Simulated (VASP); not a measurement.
## 1T-MgI2 monolayer and its bilayer

Aim: relax 1T-MgI2 monolayer, place its levels against the vacuum, then find how two sheets stack and bind.

Main program and level: VASP 6.6.1; optB86b-vdW; plane waves and PAW (Mg, I), in the first sound run; inputs show where later runs differ.

Report form: the programs' logs are mostly left out.

## 1. Set-up

The cell holds 3 atoms: 1 Mg and 2 I. Its edges and angles: a = 4.200 Å, b = 4.200 Å, c = 22.000 Å, α = 90.0°, β = 90.0°, γ = 120.0°. Vacuum lies along c.

Structure file:

```xyz
3
Lattice="4.2000 0.0000 0.0000 -2.1000 3.6373 0.0000 0.0000 0.0000 22.0000" Properties=species:S:1:pos:R:3
Mg    0.0000    0.0000   11.0000
I     0.0000    2.4249    9.2000
I     2.1000    1.2124   12.8000
```

## 2. Relaxing the monolayer

The sheet's cell relaxes in its plane with the atoms, while the vacuum is kept.

Input file INCAR:

```
SYSTEM = MgI2
PREC = Normal
ENCUT = 350
EDIFF = 1E-06
NELM = 120
ISMEAR = 0
SIGMA = 0.03
LREAL = .FALSE.
ALGO = Normal
GGA = MK
AGGAC = 0
LUSE_VDW = .TRUE.
PARAM1 = 0.1234
PARAM2 = 1
LASPH = .TRUE.
NBANDS = 14
LORBIT = 11
LWAVE = .FALSE.
LCHARG = .FALSE.
KPAR = 4
IBRION = 2
NSW = 50
ISIF = 3
EDIFFG = -0.015
POTIM = 0.4
IDIPOL = 3
LDIPOL = .TRUE.
DIPOL = 0.5 0.5 0.5
LATTICE_CONSTRAINTS = .TRUE. .TRUE. .FALSE.
```

Input file POSCAR:

```
MgI2
1.0
    4.2000000000      0.0000000000      0.0000000000
   -2.1000000000      3.6373066959      0.0000000000
    0.0000000000      0.0000000000     22.0000000000
Mg I
1 2
Direct
    0.0000000000      0.0000000000      0.5000000000
    0.3333333333      0.6666666667      0.4181818182
    0.6666666667      0.3333333333      0.5818181818
```

Input file KPOINTS:

```
Automatic mesh
0
Gamma
9 9 1
0 0 0
```

PAW data sets: Mg and I (PBE family, release 64).

The run is started by

```
$ mpirun -np 4 vasp_std
```

The job ended after 5.7 min (4 MPI ranks of Intel Xeon 6975P-C (Granite Rapids), shared host; peak memory 1.8 GiB; 22 min of CPU time).

The gap is read on the k-mesh alone, so it is an upper bound where the band edges lie off the mesh. The PAW data sets were made with PBE, which is usual practice but a small mismatch for other functionals. The run keeps the 12 symmetry operations of its start, so it cannot find a distortion of lower symmetry.

The steps of the relaxation:

| step | energy less that of the first step (eV) | largest force (eV/Å) | pressure (GPa) | volume (Å³) |
| --- | --- | --- | --- | --- |
| 1 | 0.0000 | 0.5985 | -0.74 | 336.09 |
| 2 | -0.0509 | 0.4310 | -0.40 | 325.49 |
| 3 | -0.0663 | 0.2652 | -0.05 | 316.59 |
| 4 | -0.0664 | 0.2553 | -0.03 | 316.12 |
| 5 | -0.0755 | 0.2022 | -0.02 | 318.17 |
| 6 | -0.0908 | 0.0419 | 0.02 | 324.34 |
| 7 | -0.0920 | 0.0154 | 0.03 | 326.59 |
| 8 | -0.0920 | 0.0207 | 0.04 | 326.80 |
| 9 | -0.0922 | 0.0059 | -0.02 | 328.21 |

| cell as run | before | after | change |
| --- | --- | --- | --- |
| a (Å) | 4.200 | 4.150 | -1.2 % |
| b (Å) | 4.200 | 4.150 | -1.2 % |

The atoms that moved most (Å, along periodic axes as changes of fractional coordinates times the final cell, across vacuum about the mean position):

| atom | dx | dy | dz | length |
| --- | --- | --- | --- | --- |
| I3 | 0.000 | 0.000 | -0.120 | 0.120 |
| I2 | 0.000 | 0.000 | 0.120 | 0.120 |

Final coordinates:

```
Mg I
1.0
     4.15049    0.00000    0.00000
    -2.07524    3.59443    0.00000
     0.00000    0.00000   22.00000
Mg I
1 2
Direct
  0.00000 0.00000 0.50000
  0.33333 0.66667 0.42364
  0.66667 0.33333 0.57636
```

Numbers from this step:

```yaml
electronic_cycles: 99
electrons: 16
free_energy_toten: -2.413 eV
fermi_energy: -3.655 eV
metallic: no
dipole_moment: 0, 0, 0 e·Å
gap_on_the_k_mesh: 3.714 eV
least_direct_gap_on_the_k_mesh: 4.010 eV
```

The run ended after 9 ionic steps, 0.092 eV below its first step, once forces and stress met EDIFFG = -0.015.

## 3. A second relaxation

The plane waves were chosen for the start cell, so the relaxation is repeated from its end.

INCAR: that of step 2 with these lines changed.

```diff
@@ -21,3 +21,3 @@
 IBRION = 2
-NSW = 50
+NSW = 30
 ISIF = 3
```

Input file POSCAR:

```
MgI2
1.0
    4.1504874331      0.0000000000      0.0000000000
   -2.0752437165      3.5944275551      0.0000000000
    0.0000000000      0.0000000000     22.0000000000
Mg I
1 2
Direct
    0.0000000000      0.0000000000      0.5000000000
    0.3333333333      0.6666666667      0.4236396089
    0.6666666667      0.3333333333      0.5763603911
```

KPOINTS is that of step 2.

The run is started by

```
$ mpirun -np 4 vasp_std
```

Elapsed: 51 s, on 4 MPI ranks; peak memory 1.8 GiB; 3.2 min of CPU time.

Little changed from the start: no atom moved by 0.005 Å and no cell edge by 0.1 %.

Numbers from this step:

```yaml
electronic_cycles: 18
fermi_energy: -3.658 eV
least_direct_gap_on_the_k_mesh: 4.009 eV
```

The start already met the threshold, so nothing moved.

## 4. Potential and states of the slab

A static run writes the electrostatic potential without exchange and correlation (LVHAR), which is flat in the vacuum and gives the level to count from. The dipole correction cancels the field that unlike faces would set up across the vacuum.

Input file INCAR:

```
SYSTEM = MgI2
PREC = Normal
ENCUT = 350
EDIFF = 1E-06
NELM = 120
ISMEAR = 0
SIGMA = 0.03
LREAL = .FALSE.
ALGO = Fast
GGA = MK
AGGAC = 0
LUSE_VDW = .TRUE.
PARAM1 = 0.1234
PARAM2 = 1
LASPH = .TRUE.
NBANDS = 14
LORBIT = 11
LWAVE = .FALSE.
LCHARG = .TRUE.
IDIPOL = 3
LDIPOL = .TRUE.
DIPOL = 0.5 0.5 0.5
LVHAR = .TRUE.
LVACPOTAV = .TRUE.
NEDOS = 1500
LELF = .TRUE.
```

POSCAR is that of step 3.

KPOINTS is that of step 3.

Input file KPOINTS_OPT:

```
Line mode
14
Line-mode
Reciprocal
  0.00000000   0.00000000   0.00000000 GAMMA
  0.50000000   0.00000000   0.00000000 M

  0.50000000   0.00000000   0.00000000 M
  0.33333333   0.33333333   0.00000000 K

  0.33333333   0.33333333   0.00000000 K
  0.00000000   0.00000000   0.00000000 GAMMA
```

The run is started by

```
$ mpirun -np 4 vasp_std
```

Run time: 16 s. Hardware: 4 MPI ranks; peak memory 1 GiB.

This step gave:

* electronic cycles: 13
* Fermi energy: -3.667 eV
* least gap on mesh and path: 3.660 eV
* least direct gap on mesh and path: 4.009 eV
* vacuum levels: 2.711, 2.711 eV
* ionisation potentials of the upper and lower face: 6.512, 6.512 eV
* electron affinities of the upper and lower face: 2.852, 2.852 eV

Electronic bands along the path, in eV, zero at the valence-band top; v1 is the highest filled band, c1 the lowest empty one:

| point | v4 | v3 | v2 | v1 | c1 | c2 | c3 | c4 |
| --- | --- | --- | --- | --- | --- | --- | --- | --- |
| Γ | -0.27 | -0.27 | 0.00 | 0.00 | 4.01 | 4.96 | 5.57 | 5.65 |
| 0.46 of the way | -1.19 | -0.74 | -0.56 | -0.18 | 4.64 | 5.35 | 5.84 | 6.37 |
| M | -1.38 | -1.16 | -0.72 | -0.46 | 3.66 | 5.47 | 5.67 | 6.48 |
| 0.46 of the way | -1.74 | -1.45 | -0.79 | -0.66 | 4.15 | 6.14 | 6.18 | 6.75 |
| K | -2.42 | -1.93 | -0.78 | -0.78 | 4.44 | 6.40 | 6.40 | 7.92 |
| 0.46 of the way | -1.72 | -0.87 | -0.82 | -0.44 | 4.78 | 5.81 | 6.03 | 6.91 |
| Γ | -0.27 | -0.27 | 0.00 | 0.00 | 4.01 | 4.96 | 5.57 | 5.65 |

Of the projections kept (Mg, I), the largest for each band there; the rest of the weight can lie on other orbitals:

| point | v4 | v3 | v2 | v1 | c1 | c2 | c3 | c4 |
| --- | --- | --- | --- | --- | --- | --- | --- | --- |
| Γ | I 0.99 | I 0.99 | I 0.98 | I 0.98 | I 0.63 | I 0.71 | I 0.96 | I 0.66 |
| M | I 0.97 | I 0.96 | I 0.99 | I 0.99 | Mg 0.54 | I 0.79 | I 0.85 | I 0.68 |
| K | I 0.96 | I 0.95 | I 0.99 | I 0.99 | I 0.53 | I 0.77 | I 0.77 | I 0.59 |
| Γ | I 0.99 | I 0.99 | I 0.98 | I 0.98 | I 0.63 | I 0.71 | I 0.96 | I 0.66 |

Zero at the Fermi level. The planar average of the electrostatic potential by height:

height (Å), planar average of the electrostatic potential (eV) and a bar from the least value:
```
        0        6.4 ##############################
        1        6.4 ##############################
        2        6.4 ##############################
        3        6.4 ##############################
        4        6.4 ##############################
        5        6.4 ##############################
        6        6.4 ##############################
        7        6.3 ##############################
        8        5.2 ############################
        9       -8.5 
       10       -3.8 #########
       11       -1.5 ##############
       12       -3.8 #########
       13       -8.5 
       14        5.2 ############################
       15        6.3 ##############################
       16        6.4 ##############################
       17        6.4 ##############################
       18        6.4 ##############################
       19        6.4 ##############################
       20        6.4 ##############################
       21        6.4 ##############################
```

Density of states in the PAW spheres, an atom over height of the layer and energy from the Fermi level.

Ten even steps from '_' (0.00 states/eV) to '@' (1.87 states/eV), each cell a mean:
```
______
______
==__==
@@__@@
++__++
++__++
::__::
::__::
--__--
--..--
..__..
______
______
______
______
______
______
______
______
______
______
______
```
Columns: height of the layer (Å) from 9.3 to 12.7; rows upwards: energy from the Fermi level (eV) from -7.9 to 0.5.

ELF in the ca plane at fractional y = 0.000, with atoms of Mg within 0.2 Å of it. It is the smooth field of the valence electrons, not physical close to the nuclei.

Ten even steps from '0' (0.00) to '9' (0.83), each cell a mean:
```
00000000000000000000111000011000000000000000
00000000000000000112344201343321000000000000
00000000000000012356776412577764310000000000
00000000000000125789997412689987642000000000
00000000000000246899998412689999853100000000
00000000000000247899998412689999863100000000
00000000000000136899997412689998752100000000
00000000000000013578887412578876421000000000
00000000000000001234555311455432100000000000
00000000000000000001122100122110000000000000
00000000000000000000010000011000000000000000
```
Columns run along c (16.0 Å, from fractional 0.10 to 0.83 of the cell), rows up along a (4.2 Å). Atoms in or near the plane, at fractional coordinates: Mg at (0.50, 0.00).

Valence density in the ca plane at fractional y = 0.000, with atoms of Mg within 0.2 Å of it. It is the smooth field of the valence electrons, not physical close to the nuclei.

Ten even steps from '0' (0.00 e/Å³) to '9' (0.34 e/Å³), each cell a mean:
```
00000000000000000000111100111100000000000000
00000000000000000011222111122211000000000000
00000000000000000123443222234432100000000000
00000000000000000135664322346653200000000000
00000000000000001258985322358985210000000000
00000000000000001258986322368985310000000000
00000000000000001246875322357874210000000000
00000000000000000124554322245542100000000000
00000000000000000012233211233321000000000000
00000000000000000001122100122110000000000000
00000000000000000000111000011100000000000000
```
Columns run along c (16.0 Å, from fractional 0.10 to 0.83 of the cell), rows up along a (4.2 Å). Atoms in or near the plane, at fractional coordinates: Mg at (0.50, 0.00).

The map of layer states is cut here 0.5 eV above the Fermi level, so it leaves out the states above that.

The vacuum level lies 6.51 eV above the highest filled level at the upper face; both faces agree, as the slab has next to no dipole.

The program found no field-free point at its default tolerance, but its printed level agrees with the flat part of the planar average.

## 5. The slab in a field, field -0.1

A field across the slab, with the atoms held, gives the electronic response: the dipole changes linearly with the field, and the energy has a linear term from the slab's own dipole and a quadratic one from its polarisability.

INCAR: that of step 4 with these lines changed.

```diff
@@ -18,3 +18,4 @@
 LWAVE = .FALSE.
-LCHARG = .TRUE.
+LCHARG = .FALSE.
+KPAR = 4
 IDIPOL = 3
@@ -22,5 +23,2 @@
 DIPOL = 0.5 0.5 0.5
-LVHAR = .TRUE.
-LVACPOTAV = .TRUE.
-NEDOS = 1500
-LELF = .TRUE.
+EFIELD = -0.1
```

POSCAR is that of step 4.

KPOINTS is that of step 4.

The run is started by

```
$ mpirun -np 4 vasp_std
```

Wall time 44 s (4 MPI ranks); peak memory 1.8 GiB; 2.9 min of CPU time.

This step gave:

* electronic cycles: 17
* free energy (TOTEN): -2.415 eV
* Fermi energy: -3.608 eV
* dipole moment: 0, 0, -0.04289 e·Å
* gap on the k-mesh: 3.711 eV
* least direct gap on the k-mesh: 4.002 eV

VASP counts the dipole in electrons times Å, so a positive number points the physical dipole along −c. A positive EFIELD is likewise a physical field along −c.

Energy at zero smearing: -2.41496 eV.

## 6. The slab in a field, field 0.1

INCAR: that of step 5 with these lines changed.

```diff
@@ -23,2 +23,2 @@
 DIPOL = 0.5 0.5 0.5
-EFIELD = -0.1
+EFIELD = 0.1
```

POSCAR is that of step 5.

KPOINTS is that of step 5.

The run is started by

```
$ mpirun -np 4 vasp_std
```

The job ended after 45 s (4 MPI ranks; peak memory 1.8 GiB).

Numbers from this step:

- Fermi energy: -3.610 eV
- dipole moment: 0, 0, 0.04285 e·Å

Energy at zero smearing: -2.41496 eV.

## 7. With spin-orbit coupling

This step: optB86b-vdW, spin-orbit coupling; plane waves and PAW (Mg, I) (VASP 6.6.1).

For heavy elements spin-orbit coupling shifts the highest filled levels.

INCAR: that of step 6 with these lines changed.

```diff
@@ -15,4 +15,7 @@
 LASPH = .TRUE.
-NBANDS = 14
-LORBIT = 11
+LNONCOLLINEAR = .TRUE.
+MAGMOM = 0 0 0 0 0 0 0 0 0
+NBANDS = 28
+GGA_COMPAT = .FALSE.
+LSORBIT = .TRUE.
 LWAVE = .FALSE.
@@ -23,2 +26 @@
 DIPOL = 0.5 0.5 0.5
-EFIELD = 0.1
```

POSCAR is that of step 6.

KPOINTS is that of step 6.

KPOINTS_OPT is that of step 4.

The run is started by

```
$ mpirun -np 4 vasp_ncl
```

The job ended after 1.8 min (4 MPI ranks; peak memory 3 GiB).

This step gave:

| Item | Value |
| --- | --- |
| electronic cycles | 15 |
| free energy (TOTEN) | -2.666 eV |
| Fermi energy | -3.297 eV |
| least gap on mesh and path | 3.312 eV |
| least direct gap on mesh and path | 3.657 eV |
| dipole moment | 0, 0, 0 e·Å |

On-site spin-orbit energy by atom:

```csv
atom,on-site spin-orbit energy (eV)
Mg1,0.000
I2,-0.255
I3,-0.255
```

Electronic bands along the path, in eV, zero at the valence-band top; v1 is the highest filled band, c1 the lowest empty one:

| point | v4 | v3 | v2 | v1 | c1 | c2 | c3 | c4 |
| --- | --- | --- | --- | --- | --- | --- | --- | --- |
| Γ | -0.28 | -0.28 | 0.00 | 0.00 | 3.66 | 3.66 | 4.61 | 4.61 |
| 0.46 of the way | -0.86 | -0.86 | -0.36 | -0.36 | 4.29 | 4.29 | 4.98 | 4.98 |
| M | -1.29 | -1.29 | -0.60 | -0.60 | 3.31 | 3.31 | 5.12 | 5.12 |
| 0.46 of the way | -1.21 | -1.21 | -0.82 | -0.82 | 3.80 | 3.80 | 5.78 | 5.78 |
| K | -1.15 | -1.15 | -1.00 | -1.00 | 4.09 | 4.09 | 6.02 | 6.02 |
| 0.46 of the way | -1.09 | -1.09 | -0.62 | -0.62 | 4.43 | 4.43 | 5.44 | 5.44 |
| Γ | -0.28 | -0.28 | 0.00 | 0.00 | 3.66 | 3.66 | 4.61 | 4.61 |

The path shows an indirect gap of 3.31 eV (valence top at Γ, conduction bottom at M). The least direct gap is 3.66 eV.

## 8. A rigid stacking

This step: optB86b-vdW; plane waves and PAW (Mg, I) (VASP 6.6.1).

System of this step: bilayer of 1T-MgI2 monolayer. The cell holds 6 atoms: 2 Mg and 4 I. Its edges and angles: a = 4.150 Å, b = 4.150 Å, c = 26.820 Å, α = 90.0°, β = 90.0°, γ = 120.0°. upper sheet same orientation, shifted by (0.00, 0.00). Vacuum lies along c.

Two rigid sheets are set at a typed distance in several high-symmetry stackings, to find where to start. The upper sheet is shifted or turned in the plane and never flipped over.

Input file INCAR:

```
SYSTEM = MgI2
PREC = Normal
ENCUT = 350
EDIFF = 1E-05
NELM = 120
ISMEAR = 0
SIGMA = 0.03
LREAL = .FALSE.
ALGO = Fast
GGA = MK
AGGAC = 0
LUSE_VDW = .TRUE.
PARAM1 = 0.1234
PARAM2 = 1
LASPH = .TRUE.
NBANDS = 22
LORBIT = 11
LWAVE = .FALSE.
LCHARG = .FALSE.
KPAR = 4
IDIPOL = 3
LDIPOL = .TRUE.
DIPOL = 0.5 0.5 0.5
```

Input file POSCAR:

```
MgI2
1.0
    4.1504874331      0.0000000000      0.0000000000
   -2.0752437165      3.5944275551      0.0000000000
    0.0000000000      0.0000000000     26.8197144168
Mg I
2 4
Direct
    0.0000000000      0.0000000000      0.3795688700
    0.0000000000      0.0000000000      0.6204311300
    0.3333333300      0.6666666700      0.3169310400
    0.6666666700      0.3333333300      0.4422066900
    0.3333333300      0.6666666700      0.5577933100
    0.6666666700      0.3333333300      0.6830689600
```

KPOINTS is that of step 7.

The run is started by

```
$ mpirun -np 4 vasp_std
```

Wall time 48 s (4 MPI ranks); peak memory 2 GiB; 3 min of CPU time.

Numbers from this step:

| Quantity | Value |
| --- | --- |
| electronic cycles | 14 |
| electrons | 32 |
| free energy (TOTEN) | -5.018 eV |
| Fermi energy | -1.905 eV |
| gap on the k-mesh | 3.635 eV |
| least direct gap on the k-mesh | 3.880 eV |

Force by atom:

```csv
atom,x (eV/Å),y (eV/Å),z (eV/Å),size
Mg1,0.000,0.000,-0.022,0.022
Mg2,0.000,0.000,0.022,0.022
I3,0.000,0.000,0.009,0.009
I4,0.000,0.000,-0.223,0.223
I5,0.000,0.000,0.223,0.223
I6,0.000,0.000,-0.009,0.009
```

Energy at zero smearing: -5.01795 eV.

## 9. A rigid stacking

INCAR is that of step 8.

Input file POSCAR:

```
MgI2
1.0
    4.1504874331      0.0000000000      0.0000000000
   -2.0752437165      3.5944275551      0.0000000000
    0.0000000000      0.0000000000     26.8197144168
Mg I
2 4
Direct
    0.0000000000      0.0000000000      0.3795688700
    0.3333333300      0.6666666700      0.6204311300
    0.3333333300      0.6666666700      0.3169310400
    0.6666666700      0.3333333300      0.4422066900
    0.6666666700      0.3333333300      0.5577933100
    0.0000000000      1.0000000000      0.6830689600
```

KPOINTS is that of step 8.

The run is started by

```
$ mpirun -np 4 vasp_std
```

The job ended after 42 s (4 MPI ranks; peak memory 2 GiB; 2.7 min of CPU time).

Energy at zero smearing: -4.35126 eV.

## 10. A rigid stacking

INCAR is that of step 9.

Input file POSCAR:

```
MgI2
1.0
    4.1504874331      0.0000000000      0.0000000000
   -2.0752437165      3.5944275551      0.0000000000
    0.0000000000      0.0000000000     26.8197144168
Mg I
2 4
Direct
    0.0000000000      0.0000000000      0.3795688700
    0.6666666700      0.3333333300      0.6204311300
    0.3333333300      0.6666666700      0.3169310400
    0.6666666700      0.3333333300      0.4422066900
    1.0000000000      0.0000000000      0.5577933100
    0.3333333300      0.6666666700      0.6830689600
```

KPOINTS is that of step 9.

The run is started by

```
$ mpirun -np 4 vasp_std
```

The job ended after 46 s (4 MPI ranks; peak memory 2 GiB; 3 min of CPU time).

Energy at zero smearing: -5.00690 eV.

## 11. A rigid stacking

INCAR is that of step 10.

Input file POSCAR:

```
MgI2
1.0
    4.1504874331      0.0000000000      0.0000000000
   -2.0752437165      3.5944275551      0.0000000000
    0.0000000000      0.0000000000     26.8197144168
Mg I
2 4
Direct
    0.0000000000      0.0000000000      0.3795688700
    0.0000000000      0.0000000000      0.6204311300
    0.3333333300      0.6666666700      0.3169310400
    0.6666666700      0.3333333300      0.4422066900
    0.6666666700      0.3333333300      0.5577933100
    0.3333333300      0.6666666700      0.6830689600
```

KPOINTS is that of step 10.

The run is started by

```
$ mpirun -np 4 vasp_std
```

Wall time 48 s (4 MPI ranks); peak memory 2.1 GiB.

Energy at zero smearing: -4.34764 eV.

## 12. A rigid stacking

INCAR is that of step 11.

Input file POSCAR:

```
MgI2
1.0
    4.1504874331      0.0000000000      0.0000000000
   -2.0752437165      3.5944275551      0.0000000000
    0.0000000000      0.0000000000     26.8197144168
Mg I
2 4
Direct
    0.0000000000      0.0000000000      0.3795688700
    0.3333333300      0.6666666700      0.6204311300
    0.3333333300      0.6666666700      0.3169310400
    0.6666666700      0.3333333300      0.4422066900
    0.0000000000      1.0000000000      0.5577933100
    0.6666666700      0.3333333300      0.6830689600
```

KPOINTS is that of step 11.

The run is started by

```
$ mpirun -np 4 vasp_std
```

Elapsed: 53 s, on 4 MPI ranks; peak memory 2 GiB.

Energy at zero smearing: -5.01328 eV.

(Part 1 of 2 ends here.)

[Lines on the potential files, build, host, timing and source positions are cut from VASP's logs without a mark.]

[Logs are printed without paths, hosts, clocks, repeated set-up lines and the standing remarks that a program may print on its own settings, such as how far it seeks lower states.]

[Hosts, paths, dates, database ids (printed as entryN), source tags and the programs' standing remarks are cut or masked in the printed files.]

[Runs that stopped without an error message from VASP are left out.]
